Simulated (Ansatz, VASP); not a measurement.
# Two plane-wave programs on BN

The input INCAR:

```
ALGO = Normal
EDIFF = 1E-7
ENCUT = 520
GGA = PE
ISIF = 2
ISMEAR = 0
IVDW = 12
LASPH = True
LCHARG = False
LREAL = False
LWAVE = False
NBANDS = 16
NELM = 80
PREC = Accurate
SIGMA = 0.05
```

File KPOINTS:

```
k-points
0
Gamma
  12 12 4
```

POSCAR

```
BN
1.0
    2.5061233057      0.0000000000      0.0000000000
   -1.2530616528      2.1703664477      0.0000000000
    0.0000000000      0.0000000000      6.5973571420
B N
2 2
Direct
    0.0663482428      0.1326964856      0.4417948746
    0.3333333333      0.6666666667      0.0000000000
    0.0000000000      0.0000000000      0.0000000000
    0.6666666667      0.3333333333      0.5000000000
```

Input for Ansatz:

```yaml
crystal:
  lattice:
    - [2.5061233057, 0.0, 0.0]
    - [-1.2530616528, 2.1703664477, 0.0]
    - [0.0, 0.0, 6.597357142]
  atoms:
    - { symbol: B, position: [0.0663482428, 0.1326964856, 0.4417948746] }
    - { symbol: B, position: [0.3333333333, 0.6666666667, 0.0] }
    - { symbol: "N", position: [0.0, 0.0, 0.0] }
    - { symbol: "N", position: [0.6666666667, 0.3333333333, 0.5] }
basis:
  ecutwfc: 420
kpoints:
  mp_grid: { grid: [12, 12, 4] }
hamiltonian:
  xc: pbe
  dispersion: d3bj
scf:
  occupations: { method: gaussian, width: 0.05 }
output:
  forces: true
  stress: true
  eigenvalues: true
```

Alike in both runs: task single point; functional PBE; dispersion D3(BJ); k mesh 12 × 12 × 4; occupations gaussian, width 0.05 eV; no spin polarisation.

|  | VASP | Ansatz |
| --- | --- | --- |
| version | VASP 6.6.1 | Ansatz 0.2.0 |
| potentials or method | VASP PAW PBE potentials, release 64 (B, N) | scalar-relativistic, plane waves, PAW |
| plane-wave cutoff (eV) | 520 | 420 |
| valence electrons in the cell | 16 | 16 |

```csv
,VASP,Ansatz,Ansatz less VASP
gap on the k mesh at the Fermi level (eV),0.94,0.94,0.000
least direct gap on the mesh (eV),1.61,1.61,0.000
pressure (GPa),4.4,4.4,+0.01
largest component of the traceless stress (GPa),12.08,11.92,-0.155
rms of the force components (eV/Å),2.435,2.432,-0.0021
```

Atom by atom the forces differ by 0.007 eV/Å (rms over components).

Caveats: forces of over 1 eV/Å show positions far from the minimum, so gaps and moduli don't describe the material at rest. A k mesh can miss the band edges.
